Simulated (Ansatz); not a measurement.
Geometry optimisation in Ansatz: input, command and trajectory.

```yaml
crystal:
  lattice:
    - [4.5410137694, 0.0, 0.0]
    - [-2.2705068847, 3.9326332832, 0.0]
    - [0.0, 0.0, 7.9460288303]
  atoms:
    - { symbol: Mg, position: [0.3333333271, 0.6666666729, 1.0009243963] }
    - { symbol: Mg, position: [0.6666666729, 0.3333333271, 0.5009243963] }
    - { symbol: Te, position: [0.3333333353, 0.6666666647, 0.3690756037] }
    - { symbol: Te, position: [0.6666666647, 0.3333333353, 0.8690756037] }
basis:
  ecutwfc: 420
kpoints:
  mp_grid: { grid: [6, 6, 4] }
hamiltonian:
  xc: pbe
scf:
  occupations: { method: gaussian, width: 0.02 }
output:
  forces: true
  stress: true
  eigenvalues: true
relax:
  adjacent_minimum: "off"
  f_tol: 0.008
  max_steps: 40
  cell: { stress_tol: 0.015, fix: [c, angles] }
```

```bash
ansatz run input.yaml --threads 1 --pin off --max-ram 2560MiB --backend cpu --events-out ev --progress --plain --runs-dir out
```

All numbers below come from Ansatz 0.2.0, DFT PBE, scalar-relativistic, plane waves, PAW.

Of 4 frames 3 are shown, positions in Å and forces in eV/Å; the SCF threshold varies from step to step. Steps run on the plane waves of an earlier cell, with a Pulay correction in the pressure. The basis is chosen afresh for the last frame, the zero of the energies, and at times for earlier ones too; energy and pressure step there, also at an unchanged geometry.

```xyz
4
Lattice="4.5410 0.0000 0.0000 -2.2705 3.9326 0.0000 0.0000 0.0000 7.9460" Properties=species:S:1:pos:R:3:forces:R:3 pbc="T T T" step=1 free_energy_over_end_meV_per_atom=0.45 pressure_GPa=-0.88
Mg    0.0000    2.6218    7.9534    0.0000    0.0000    0.0737
Mg    2.2705    1.3109    3.9804    0.0000    0.0000    0.0737
Te    0.0000    2.6218    2.9327    0.0000    0.0000   -0.0738
Te    2.2705    1.3109    6.9057    0.0000    0.0000   -0.0738
4
Lattice="4.5360 0.0000 0.0000 -2.2680 3.9283 0.0000 0.0000 0.0000 7.9460" Properties=species:S:1:pos:R:3:forces:R:3 pbc="T T T" step=2 free_energy_over_end_meV_per_atom=0.00 pressure_GPa=-0.89
Mg    0.0000    2.6189    7.9677    0.0000    0.0000   -0.0119
Mg    2.2680    1.3094    3.9947    0.0000    0.0000   -0.0119
Te    0.0000    2.6189    2.9183    0.0000    0.0000    0.0118
Te    2.2680    1.3094    6.8914    0.0000    0.0000    0.0118
4
Lattice="4.5368 0.0000 0.0000 -2.2684 3.9290 0.0000 0.0000 0.0000 7.9460" Properties=species:S:1:pos:R:3:forces:R:3 pbc="T T T" step=4 free_energy_over_end_meV_per_atom=0.00 pressure_GPa=-0.89
Mg    0.0000    2.6193    7.9657    0.0000    0.0000    0.0005
Mg    2.2684    1.3097    3.9927    0.0000    0.0000    0.0005
Te    0.0000    2.6193    2.9203    0.0000    0.0000   -0.0005
Te    2.2684    1.3097    6.8933    0.0000    0.0000   -0.0005
```

The run took 70 s on 1 thread of Arm Neoverse V1, with other jobs on the host, peak memory 0.42 GiB.